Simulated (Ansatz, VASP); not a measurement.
Pt: VASP beside Ansatz

```
Pt
1.0
     0.00000    1.88580    1.98506
     1.88580    0.00000    1.98506
     1.88580    1.88580    0.00000
Pt
1
Cartesian
  0.0000 0.0000 0.0000
```

Change from the starting cell: strain -0.050 along x and y, +0.000 along z, atoms carried along.

Alike in both runs: task single point; functional PBE; k mesh 26 × 26 × 26; occupations gaussian, width 0.15 eV; no spin polarisation.

```csv
,VASP,Ansatz
version,VASP 6.6.1,Ansatz 0.2.0
potentials or method,"VASP PAW PBE potentials, release 64 (Pt)","scalar-relativistic, plane waves, PAW"
plane-wave cutoff (eV),520,420
valence electrons in the cell,10,18
```

|  | VASP | Ansatz | Ansatz less VASP |
| --- | --- | --- | --- |
| gap on the k mesh at the Fermi level (eV) | none | none | - |
| pressure (GPa) | 33.5 | 34.1 | +0.62 |
| largest component of the traceless stress (GPa) | 5.50 | 5.54 | +0.039 |

A gap of «none» marks a metal or a gap that the smearing closes. With one functional, cell and mesh, what is left measures potentials, basis and numerics. The two sets of potentials don't hold the same shells in valence.

Caveats: so large a pressure means that the cell lies far from this level's equilibrium, or that cutoff or potentials fall short (VASP). Spin-orbit coupling is left out, which matters for the levels of Pt.
